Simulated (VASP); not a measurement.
A run of VASP 6.6.1 is set up as follows.

File INCAR:

```
SYSTEM = Lu
PREC     = Accurate       ! precision mode
ENCUT    = 520            ! plane-wave cutoff, eV
EDIFF    = 1E-6           ! SCF threshold, eV
ISMEAR   = -1             ! smearing method
SIGMA    = 0.1            ! smearing width, eV
LREAL    = .False.        ! projectors in reciprocal space
LASPH    = .True.         ! aspherical terms in the spheres
NELM     = 60             ! most SCF steps
ALGO     = Fast           ! electronic algorithm
ISIF     = 2              ! what is computed and relaxed
LWAVE    = .False.        ! write WAVECAR
LCHARG   = .False.        ! write CHGCAR
GGA      = CA             ! functional
NBANDS   = 18             ! bands
```

Contents of KPOINTS:

```
Automatic mesh
0
Gamma
  11 11 11
  0 0 0
```

Contents of POSCAR:

```
Lu
1.0
   -1.8718843180      1.8718843180      1.8718843180
    1.8718843180     -1.8718843180      1.8718843180
    1.8718843180      1.8718843180     -1.8718843180
Lu
1
Direct
    0.0000000000      0.0000000000      0.0000000000
```

Potentials or basis: VASP PAW PBE potentials, release 64 (Lu).

Launch:

```console
$ cat potpaw_PBE.64/Lu/POTCAR > POTCAR
$ mpirun -np 1 vasp_std > vasp.out
```

**Question.** What does it give for the band gap on the k mesh?

**Answer.** None (metal or under the smearing width).

**Question.** Estimate the pressure.

**Answer.** 0.2 GPa.

Caveat: the PAW data sets were made with another functional, which shifts forces and pressure a little. The run has no spin-orbit coupling, so splittings on Lu are missing.
